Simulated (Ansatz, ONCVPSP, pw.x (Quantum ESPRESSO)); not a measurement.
## What a changed setting does to a pw.x run (bcc W)

Potential: optimised norm-conserving Vanderbilt (ONCV), ONCVPSP 4.0.1.1 (patched build), PBE; core [Kr] 4d10 4f14, reference 5s2 5p6 5d4 6s2; waves: 5s+6s: rc 2.00 bohr, ncon 4, nbas 7, qcut 5.7 1/bohr, 2 projectors; 5p: rc 1.75 bohr, ncon 5, nbas 8, qcut 9 1/bohr, 2 projectors, debl 1.2 Ha; 5d: rc 1.70 bohr, ncon 3, nbas 6, qcut 6.4 1/bohr, local; local part: the d channel; core correction: none. In the p channel the program set the typed energies aside and used -1.588, 0.250 Ha.

The reference run (k-mesh 14³, cutoffs 80/320 Ry, Fermi–Dirac 0.01 Ry, mixing_beta 0.4, conv_thr 1e-9, no spin) gives -2.46 GPa at 16.130 Å³/atom, where all-electron LAPW gives 0.30 GPa. This run, with its own iteration cap, changes k-mesh points per axis to 1, a wrong or extreme entry chosen on purpose.

```
&control
  calculation='scf', prefix='x', pseudo_dir='./', outdir='./tmp', tstress=.true., disk_io='none'
/
&system
  ibrav=0, nat=1, ntyp=1, ecutwfc=80, ecutrho=320, nbnd=15,
  occupations='smearing', smearing='fd', degauss=0.01
/
&electrons
  conv_thr=1e-09, mixing_beta=0.4, electron_maxstep=70
/
ATOMIC_SPECIES
W 1.0 W.UPF
CELL_PARAMETERS angstrom
  -1.59168867 1.59168867 1.59168867
  1.59168867 -1.59168867 1.59168867
  1.59168867 1.59168867 -1.59168867
ATOMIC_POSITIONS crystal
W 0.0000 0.0000 0.0000
K_POINTS automatic
1 1 1 0 0 0
```

```bash
pw.x < W.scf.in > W.scf.out
```

Task: How does the run end?

Result: It converges in 7 iterations; the free energy moves by -704.5 meV/atom and the pressure by +118.42 GPa. The result is not a property of the crystal.

```
Message from routine setup:
     using ibrav=0 with symmetry is DISCOURAGED, use correct ibrav instead
     lattice parameter (alat)  =       5.2098  a.u.
     unit-cell volume          =     108.8506 (a.u.)^3
     number of electrons       =        14.00
     number of Kohn-Sham states=           15
     kinetic-energy cutoff     =      80.0000  Ry
     charge density cutoff     =     320.0000  Ry
     scf convergence threshold =      1.0E-09
     Exchange-correlation= PBE
     number of k points=     1  Fermi-Dirac smearing, width (Ry)=  0.0100
     iteration #  1     ecut=    80.00 Ry     beta= 0.40
     total energy              =    -137.22881936 Ry
     estimated scf accuracy    <       0.10295881 Ry
     iteration #  2     ecut=    80.00 Ry     beta= 0.40
     total energy              =    -137.22671232 Ry
     estimated scf accuracy    <       0.03547048 Ry
     iteration #  3     ecut=    80.00 Ry     beta= 0.40
     total energy              =    -137.22707601 Ry
     estimated scf accuracy    <       0.00020998 Ry
     iteration #  4     ecut=    80.00 Ry     beta= 0.40
     total energy              =    -137.22709890 Ry
     estimated scf accuracy    <       0.00000624 Ry
     iteration #  5     ecut=    80.00 Ry     beta= 0.40
     total energy              =    -137.22710029 Ry
     estimated scf accuracy    <       0.00000047 Ry
     iteration #  6     ecut=    80.00 Ry     beta= 0.40
     total energy              =    -137.22710033 Ry
     estimated scf accuracy    <          4.8E-09 Ry
     iteration #  7     ecut=    80.00 Ry     beta= 0.40
     the Fermi energy is    21.8842 ev
!    total energy              =    -137.22710033 Ry
     estimated scf accuracy    <          3.0E-10 Ry
     smearing contrib. (-TS)   =      -0.03819085 Ry
     The total energy is F=E-TS. E is the sum of the following terms:
     one-electron contribution =     -21.14590080 Ry
     hartree contribution      =      18.11347297 Ry
     xc contribution           =     -15.58534057 Ry
     ewald contribution        =    -118.57114108 Ry
     convergence has been achieved in   7 iterations
          total   stress  (Ry/bohr**3)                   (kbar)     P=     1159.61
     Message from routine punch:
     Nothing written, as per user request (disk_io='none')
```

The run took about 0.8 s on one core of a shared host (Neoverse-N1, 64 threads, 124 GiB, load 60).
